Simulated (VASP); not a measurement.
# WS2 in VASP: further runs

One slab, WS2, is run at these levels: PBE; tasks: single point.

Everything below comes from runs of VASP 6.6.1. Logs are shortened: lines on timing, memory, paths and dates and some standing lists are left out, and cuts for length are marked.

### Step 1. Starting point

The cell holds a slab with vacuum, 12 atoms: a = 3.183 Å, b = 3.183 Å, c = 45.287 Å, α = 90.00°, β = 90.00°, γ = 120.00°.

### Step 2. Single point, PBE

Input file INCAR:

```
ALGO     = Normal         # electronic algorithm
DIPOL    = 0.5 0.5 0.500
EDIFF    = 1E-7           # SCF threshold, eV
ENCUT    = 460            # plane-wave cutoff, eV
GGA      = PE             # functional
IDIPOL   = 3            
ISIF     = 2              # what is computed and relaxed
ISMEAR   = 0              # smearing method
LASPH    = T              # aspherical terms in the spheres
LCHARG   = F              # write CHGCAR
LDIPOL   = T            
LREAL    = F              # projectors in reciprocal space
LVACPOTAV= T            
LVHAR    = T            
LWAVE    = F              # write WAVECAR
NBANDS   = 72             # bands
NELM     = 120            # most SCF steps
PREC     = Accurate       # precision mode
SIGMA    = 0.05           # smearing width, eV
```

Input file KPOINTS:

```
k-points
0
Gamma
  3 3 1
```

Input file POSCAR:

```
WS2
1.0
    3.1832085601      0.0000000000      0.0000000000
   -1.5916042801      2.7567394787      0.0000000000
    0.0000000000      0.0000000000     45.2869860272
S W
8 4
Direct
    0.3333333300      0.6666666600      0.1324883929
    0.3333333300      0.6666666600      0.2013419843
    0.6666666700      0.3333333400      0.2760186147
    0.6666666700      0.3333333400      0.3448722061
    0.3333333300      0.6666666600      0.6551277939
    0.3333333300      0.6666666600      0.7239813853
    0.6666666700      0.3333333400      0.7986580157
    0.6666666700      0.3333333400      0.8675116071
    0.6666666700      0.3333333400      0.1669127427
    0.3333333300      0.6666666600      0.3104478564
    0.6666666700      0.3333333400      0.6895521436
    0.3333333300      0.6666666600      0.8330872573
```

Potentials or basis: VASP PAW PBE potentials, release 64 (S, W_sv).

Started as:

```console
> cat potpaw_PBE.64/S/POTCAR potpaw_PBE.64/W_sv/POTCAR > POTCAR
> mpirun -np 1 vasp_std > vasp.out
```

OUTCAR:

```text
EDIFF = 1E-7
   ENCUT = 460
   GGA = PE
   ISIF = 2
   ISMEAR = 0
   LASPH = T
   LREAL = F
   NELM = 120
   PREC = Accurate

 Found      3 irreducible k-points:

 Following reciprocal coordinates:
            Coordinates               Weight
  0.000000  0.000000  0.000000      1.000000
  0.333333  0.000000  0.000000      6.000000
  0.333333  0.333333  0.000000      2.000000
   k-points           NKPTS =      3   k-points in BZ     NKDIM =      3   number of bands    NBANDS=     72
   number of dos      NEDOS =    301   number of ions     NIONS =     12
   total plane-waves  NPLWV = 184320
   dimension x,y,z NGX =    24 NGY =   24 NGZ =  320
   dimension x,y,z NGXF=    48 NGYF=   48 NGZF=  640
   ions per type =               8   4
   NGX,Y,Z   is equivalent  to a cutoff of  12.53, 12.53, 11.75 a.u.
   NGXF,Y,Z  is equivalent  to a cutoff of  25.07, 25.07, 23.49 a.u.
 SYSTEM =  unknown system
   PREC   = accura    normal or accurate (medium, high low for compatibility)
   ISTART =      0    job   : 0-new  1-cont  2-samecut
   ICHARG =      2    charge: 1-file 2-atom 10-const
   ISPIN  =      1    spin polarized calculation?
   LNONCOLLINEAR =      F non collinear calculations
   LSORBIT =      F    spin-orbit coupling
   LASPH  =      T    aspherical Exc in radial PAW
   ENCUT  =  460.0 eV  33.81 Ry    5.81 a.u.   5.57  5.57 79.20*2*pi/ulx,y,z
   NELM   =    120;   NELMIN=  2; NELMDL= -5     # of ELM steps
   EDIFF  = 0.1E-06   stopping-criterion for ELM
   LREAL  =      F    real-space projection
   EDIFFG = 0.1E-05   stopping-criterion for IOM
   NSW    =      0    number of steps for IOM
   IBRION =     -1    ionic relax: 0-MD 1-quasi-New 2-CG
   NFREE  =      0    steps in history (QN), initial steepest desc. (CG)
   ISIF   =      2    stress and relaxation
   ISYM   =      2    0-nonsym 1-usesym 2-fastsym
   POTIM  = 0.5000    time-step for ionic-motion
   TEBEG  =    0.0;   TEEND  =   0.0 temperature during run
   PSTRESS=    0.0 pullay stress
   NELECT =     104.0000    total number of electrons
   NUPDOWN=      -1.0000    fix difference up-down
   EMIN   =  10.00;   EMAX   =-10.00  energy-range for DOS
   EFERMI =   0.00;   METHOD = LEGACY
   ISMEAR =     0;   SIGMA  =   0.05  broadening in eV -4-tet -1-fermi 0-gaus
   EFERMI_NEDOS =   21; number of points for ismear=-14 and -15
   IALGO  =     38    algorithm
   IMIX   =      4    mixing-type and parameters
     AMIX     =   0.40;   BMIX     =  1.00
     AMIX_MAG =   1.60;   BMIX_MAG =  1.00
  volume/ion in A,a.u.               =      33.12       223.49
  Fermi-wavevector in a.u.,A,eV,Ry     =   1.047148  1.978822 14.919032  1.096518
  Thomas-Fermi vector in A             =   2.182015
   LORBIT       =      0    0 simple, 1 ext, 2 COOP (PROOUT), +10 PAW based schemes
   GGA     = PE    functional components
   LHFCALC =     F    Hartree Fock is set to
   AEXX    =    0.0000 exact exchange contribution
   IVDW    =     0    specifies the selected vdW correction
   LEPSILON=     F    determine dielectric tensor
   LRPA    =     F    only Hartree local field effects (RPA)
 non-spin polarized calculation
 Gauss-broadening in eV      SIGMA  =   0.05
  energy-cutoff  :      460.00
  volume of cell :      397.41
 maximum number of plane-waves:      9027
 NGX is ok and might be reduce to    24
   NGX = 11   NGY = 11   NGZ =159

 dipolmoment           0.000000      0.000000     -0.000000 electrons x Angstroem

 number of electron     104.0000002 magnetization

 dipolmoment           0.000000      0.000000      0.000000 electrons x Angstroem

 Free energy of the ion-electron system (eV)
  ---------------------------------------------------
  ext. energy  EPLUGINS =         0.00000000
  ---------------------------------------------------
  free energy    TOTEN  =       -94.54444527 eV

  energy without entropy =      -94.54444527  energy(sigma->0) =      -94.54444527

 E-fermi :   1.5691     XC(G=0):  -6.4123

 val. band max:        1.3184848931   @ k =   0.0000   0.0000   0.0000
 cond. band min:       2.8478266676   @ k =   0.3333   0.3333   0.0000
 fundamental gap:      1.5293417745
 Fermi energy:         1.5690728504

 k-point     1 :       0.0000    0.0000    0.0000
  band No.  band energies     occupation
      1     -72.9051      2.00000
      2     -72.9051      2.00000
      3     -72.9050      2.00000
      4     -72.9050      2.00000
      5     -37.2102      2.00000
      6     -37.2102      2.00000
[... 56 lines left out ...]
     63       4.0759      0.00000
     64       4.0759      0.00000

 k-point     2 :       0.3333    0.0000    0.0000
  band No.  band energies     occupation
      1     -72.8925      2.00000
      2     -72.8925      2.00000
      3     -72.8925      2.00000
      4     -72.8925      2.00000
      5     -37.2268      2.00000
      6     -37.2268      2.00000
[... 56 lines left out ...]
     63       4.8897      0.00000
     64       4.8897      0.00000

 k-point     3 :       0.3333    0.3333    0.0000
  band No.  band energies     occupation
      1     -72.8862      2.00000
      2     -72.8862      2.00000
      3     -72.8862      2.00000
      4     -72.8862      2.00000
      5     -37.2250      2.00000
      6     -37.2250      2.00000
[... 56 lines left out ...]
     63       5.1311      0.00000
     64       5.1311      0.00000
 [bands above 64 left out]

------------------------ aborting loop because EDIFF is reached ----------------------------------------

  FORCE on cell =-STRESS in cart. coord.  units (eV):
  Direction    XX          YY          ZZ          XY          YZ          ZX
  --------------------------------------------------------------------------------------
  -------------------------------------------------------------------------------------
  Total        2.5505149      2.5505149      1.8877523     -0.0000000     -0.0000000     -0.0000000
  in kB       10.2826299     10.2826299      7.6106430     -0.0000000     -0.0000000     -0.0000000
  external PRESSURE =       9.3919676 kB  Pullay stress =       0.0000000 kB

 VOLUME and BASIS-vectors are now :
 -----------------------------------------------------------------------------
  energy-cutoff  :      460.00
  volume of cell :      397.41
      direct lattice vectors                 reciprocal lattice vectors
     3.183208560  0.000000000  0.000000000     0.314148439  0.181373686  0.000000000
    -1.591604280  2.756739479  0.000000000     0.000000000  0.362747372  0.000000000
     0.000000000  0.000000000 45.286986027     0.000000000  0.000000000  0.022081399

 POSITION                                       TOTAL-FORCE (eV/Angst)
 -----------------------------------------------------------------------------------
     -0.00000      1.83783      6.00000         0.000000      0.000000     -0.095132
     -0.00000      1.83783      9.11817         0.000000     -0.000000      0.042008
      1.59160      0.91891     12.50005         0.000000      0.000000     -0.041568
      1.59160      0.91891     15.61822        -0.000000     -0.000000      0.095658
     -0.00000      1.83783     29.66876         0.000000      0.000000     -0.095658
     -0.00000      1.83783     32.78693         0.000000     -0.000000      0.041568
      1.59160      0.91891     36.16881        -0.000000     -0.000000     -0.042008
      1.59160      0.91891     39.28699        -0.000000     -0.000000      0.095132
      1.59160      0.91891      7.55898         0.000000      0.000000     -0.036017
     -0.00000      1.83783     14.05925        -0.000000      0.000000      0.035529
      1.59160      0.91891     31.22774         0.000000     -0.000000     -0.035529
     -0.00000      1.83783     37.72801        -0.000000     -0.000000      0.036017
 -----------------------------------------------------------------------------------
    total drift:                                0.000000      0.000000      0.000000

  FREE ENERGIE OF THE ION-ELECTRON SYSTEM (eV)
  ---------------------------------------------------
  free  energy   TOTEN  =       -94.5444452701 eV

  energy  without entropy=      -94.5444452701  energy(sigma->0) =      -94.54444527

 vacuum level on the upper side and lower side of the slab         6.729         6.729
```

OSZICAR:

```text
N       E                     dE             d eps       ncg     rms          rms(c)
DAV:   1     0.969939295309E+03    0.96994E+03   -0.52032E+04   504   0.119E+03
DAV:   2    -0.292567229756E+02   -0.99920E+03   -0.96556E+03   528   0.333E+02
DAV:   3    -0.973595847761E+02   -0.68103E+02   -0.66845E+02   528   0.865E+01
[... 20 lines left out ...]
DAV:  24    -0.945444440526E+02   -0.10341E-05   -0.16718E-08   320   0.349E-04    0.146E-04
DAV:  25    -0.945444447603E+02   -0.70773E-06   -0.15224E-08   328   0.184E-04    0.964E-05
DAV:  26    -0.945444449717E+02   -0.21136E-06   -0.29078E-09   304   0.884E-05    0.101E-04
DAV:  27    -0.945444452170E+02   -0.24528E-06   -0.12998E-08   328   0.879E-05    0.505E-05
DAV:  28    -0.945444452701E+02   -0.53140E-07   -0.15109E-09   304   0.478E-05
   1 F= -.94544445E+02 E0= -.94544445E+02  d E =-.772167E-13
```

stdout:

```text
POSCAR found type information on POSCAR S W
 POSCAR found :  2 types and      12 ions
 scaLAPACK will be used
 LDA part: xc-table for (Slater+PW92), standard interpolation
 POSCAR, INCAR and KPOINTS ok, starting setup
 FFT: planning ... GRIDC
 FFT: planning ... GRID_SOFT
 FFT: planning ... GRID
 WAVECAR not read
 entering main loop
 -----------------------------------------------------------------------------
|                                                                             |
|           W    W    AA    RRRRR   N    N  II  N    N   GGGG   !!!           |
|           W    W   A  A   R    R  NN   N  II  NN   N  G    G  !!!           |
|           W    W  A    A  R    R  N N  N  II  N N  N  G       !!!           |
|           W WW W  AAAAAA  RRRRR   N  N N  II  N  N N  G  GGG   !            |
|           WW  WW  A    A  R   R   N   NN  II  N   NN  G    G                |
|           W    W  A    A  R    R  N    N  II  N    N   GGGG   !!!           |
|                                                                             |
|     Did not find any points to average over, which means that no vacuum     |
|     field-free region was found. Please increase the size of  your cell     |
|     in the dimension of the dipole correction to obtain accurate            |
|     workfunction values.                                                    |
|                                                                             |
 -----------------------------------------------------------------------------
```

It took 2.8 min on 1 thread of Intel Xeon Platinum 8488C (Sapphire Rapids), shared host; peak memory 0.44 GiB.

These settings aren't checked as converged: the numbers below hold their error.

Results:

```
Free energy                            : -94.5444 eV
Largest force                          : 0.096 eV/Å
Band gap on the k mesh                 : 1.53 eV, indirect (least direct gap 1.75 eV)
Ionisation potential of the upper face : 5.41 eV
```

Caveat: the k mesh is coarse (spacing up to 0.76 Å⁻¹), so the values aren't converged; spin-orbit coupling is left out, which moves the levels of the heavy elements.

### Step 3. Single point, PBE

This run uses another cell than the first one, of 28.73 Å³/atom, 0.868 times its volume.

INCAR is that of step 2.

Input file KPOINTS:

```
k-points
0
Gamma
  6 6 1
```

Input file POSCAR:

```
WS2
1.0
    3.1832085601      0.0000000000      0.0000000000
   -1.5916042801      2.7567394787      0.0000000000
    0.0000000000      0.0000000000     39.2869860272
S W
8 4
Direct
    0.3333333300      0.6666666600      0.0763611644
    0.3333333300      0.6666666600      0.1557302366
    0.6666666700      0.3333333400      0.2418116560
    0.6666666700      0.3333333400      0.3211807281
    0.3333333300      0.6666666600      0.6788192719
    0.3333333300      0.6666666600      0.7581883440
    0.6666666700      0.3333333400      0.8442697634
    0.6666666700      0.3333333400      0.9236388356
    0.6666666700      0.3333333400      0.1160428810
    0.3333333300      0.6666666600      0.2814990115
    0.6666666700      0.3333333400      0.7185009885
    0.3333333300      0.6666666600      0.8839571190
```

Potentials or basis: VASP PAW PBE potentials, release 64 (S, W_sv).

Started as:

```console
> cat potpaw_PBE.64/S/POTCAR potpaw_PBE.64/W_sv/POTCAR > POTCAR
> mpirun -np 1 vasp_std > vasp.out
```

OUTCAR:

```text
EDIFF = 1E-7
   ENCUT = 460
   GGA = PE
   ISIF = 2
   ISMEAR = 0
   LASPH = T
   LREAL = F
   NELM = 120
   PREC = Accurate

 Found      7 irreducible k-points:

 Following reciprocal coordinates:
            Coordinates               Weight
  0.000000  0.000000  0.000000      1.000000
  0.166667 -0.000000  0.000000      6.000000
  0.333333 -0.000000  0.000000      6.000000
  0.500000  0.000000  0.000000      3.000000
  0.166667  0.166667  0.000000      6.000000
  0.333333  0.166667  0.000000     12.000000
   k-points           NKPTS =      7   k-points in BZ     NKDIM =      7   number of bands    NBANDS=     72
   number of dos      NEDOS =    301   number of ions     NIONS =     12
   total plane-waves  NPLWV = 161280
   dimension x,y,z NGX =    24 NGY =   24 NGZ =  280
   dimension x,y,z NGXF=    48 NGYF=   48 NGZF=  560
   ions per type =               8   4
   NGX,Y,Z   is equivalent  to a cutoff of  12.53, 12.53, 11.85 a.u.
   NGXF,Y,Z  is equivalent  to a cutoff of  25.07, 25.07, 23.70 a.u.
 SYSTEM =  unknown system
[... 469 lines left out ...]
     63       5.9164      0.00000
     64       5.9220      0.00000

 [... further k-points ...]

 [bands above 64 left out]

------------------------ aborting loop because EDIFF is reached ----------------------------------------

  FORCE on cell =-STRESS in cart. coord.  units (eV):
  Direction    XX          YY          ZZ          XY          YZ          ZX
  --------------------------------------------------------------------------------------
  -------------------------------------------------------------------------------------
  Total        1.7915199      1.7915199      3.8009681     -0.0000000     -0.0000000      0.0000000
  in kB        8.3257368      8.3257368     17.6642528     -0.0000000     -0.0000000      0.0000000
  external PRESSURE =      11.4385755 kB  Pullay stress =       0.0000000 kB

 VOLUME and BASIS-vectors are now :
 -----------------------------------------------------------------------------
  energy-cutoff  :      460.00
  volume of cell :      344.75
      direct lattice vectors                 reciprocal lattice vectors
     3.183208560  0.000000000  0.000000000     0.314148439  0.181373686  0.000000000
    -1.591604280  2.756739479  0.000000000     0.000000000  0.362747372  0.000000000
     0.000000000  0.000000000 39.286986027     0.000000000  0.000000000  0.025453721

 POSITION                                       TOTAL-FORCE (eV/Angst)
 -----------------------------------------------------------------------------------
     -0.00000      1.83783      3.00000         0.000000      0.000000     -0.280045
     -0.00000      1.83783      6.11817         0.000000      0.000000      0.234479
      1.59160      0.91891      9.50005         0.000000      0.000000     -0.234871
      1.59160      0.91891     12.61822        -0.000000      0.000000      0.279500
     -0.00000      1.83783     26.66876        -0.000000     -0.000000     -0.279500
     -0.00000      1.83783     29.78693        -0.000000     -0.000000      0.234871
      1.59160      0.91891     33.16881         0.000000     -0.000000     -0.234479
      1.59160      0.91891     36.28699        -0.000000      0.000000      0.280045
      1.59160      0.91891      4.55898        -0.000000      0.000000     -0.012645
     -0.00000      1.83783     11.05925         0.000000     -0.000000      0.011867
      1.59160      0.91891     28.22774        -0.000000      0.000000     -0.011867
     -0.00000      1.83783     34.72801        -0.000000      0.000000      0.012645
 -----------------------------------------------------------------------------------
    total drift:                               -0.000000      0.000000      0.000000

  FREE ENERGIE OF THE ION-ELECTRON SYSTEM (eV)
  ---------------------------------------------------
  free  energy   TOTEN  =       -94.6547825917 eV

  energy  without entropy=      -94.6547825917  energy(sigma->0) =      -94.65478259
```

Run time: 4.9 min. Hardware: 1 thread of Intel Xeon Platinum 8488C (Sapphire Rapids), shared host; peak memory 0.44 GiB.

These settings aren't checked as converged: the numbers below hold their error.

Results:

| Quantity | Value |
| --- | --- |
| Free energy | -94.6548 eV |
| Largest force | 0.280 eV/Å |
| Band gap on the k mesh | 1.48 eV, indirect (least direct gap 1.77 eV) |

Caveat: spin-orbit coupling is left out, which moves the levels of the heavy elements.

### Step 4. Single point, PBE

INCAR, as its differences from that of step 3:

```diff
@@ -3,3 +3,3 @@
 EDIFF    = 1E-7           # SCF threshold, eV
-ENCUT    = 460            # plane-wave cutoff, eV
+ENCUT    = 280            # plane-wave cutoff, eV
 GGA      = PE             # functional
```

Input file KPOINTS:

```
k-points
0
Gamma
  8 8 1
```

Input file POSCAR:

```
WS2
1.0
    3.1832085601      0.0000000000      0.0000000000
   -1.5916042801      2.7567394787      0.0000000000
    0.0000000000      0.0000000000     45.2869860272
S W
8 4
Direct
    0.3333333300      0.6666666600      0.1324883929
    0.3333333300      0.6666666600      0.2013419843
    0.6666666700      0.3333333400      0.2760186147
    0.6666666700      0.3333333400      0.3448722061
    0.3333333300      0.6666666600      0.6551277939
    0.3333333300      0.6666666600      0.7239813853
    0.6666666700      0.3333333400      0.7986580157
    0.6666666700      0.3333333400      0.8675116071
    0.6666666700      0.3333333400      0.1669127427
    0.3333333300      0.6666666600      0.3104478564
    0.6666666700      0.3333333400      0.6895521436
    0.3333333300      0.6666666600      0.8330872573
```

Started as:

```console
> cat potpaw_PBE.64/S/POTCAR potpaw_PBE.64/W_sv/POTCAR > POTCAR
> mpirun -np 1 vasp_std > vasp.out
```

Wall time 3.9 min (1 thread of Intel Xeon Platinum 8488C (Sapphire Rapids), shared host); peak memory 0.3 GiB.

The run converged, but some of its settings lie outside the range that counts as converged, so its numbers aren't taken as properties of the slab.

What came out:

- Free energy: -94.5830 eV
- Largest force: 0.289 eV/Å
- Band gap on the k mesh: 1.73 eV, indirect (least direct gap 2.23 eV)
- Ionisation potential of the upper face: 5.39 eV

Caveat: the cutoff is under 1.25 times the usual one of these potentials, so pressure, stress and relaxed cells hold a basis-set (Pulay) error; spin-orbit coupling is left out, which moves the levels of the heavy elements.

### Step 5. Single point, PBE

INCAR, as its differences from that of step 4:

```diff
@@ -3,3 +3,3 @@
 EDIFF    = 1E-7           # SCF threshold, eV
-ENCUT    = 280            # plane-wave cutoff, eV
+ENCUT    = 460            # plane-wave cutoff, eV
 GGA      = PE             # functional
```

Input file KPOINTS:

```
k-points
0
Gamma
  6 6 1
```

POSCAR is that of step 4.

Started as:

```console
> cat potpaw_PBE.64/S/POTCAR potpaw_PBE.64/W_sv/POTCAR > POTCAR
> mpirun -np 1 vasp_std > vasp.out
```

Run time: 6.3 min. Hardware: 1 thread of Intel Xeon Platinum 8488C (Sapphire Rapids), shared host; peak memory 0.5 GiB.

These settings aren't checked as converged: the numbers below hold their error.

What came out:

```yaml
Free_energy: -94.6519 eV
Largest_force: 0.280 eV/Å
Band_gap_on_the_k_mesh: 1.48 eV, indirect (least direct gap 1.77 eV)
Ionisation_potential_of_the_upper_face: 5.39 eV
```

Caveat: spin-orbit coupling is left out, which moves the levels of the heavy elements.
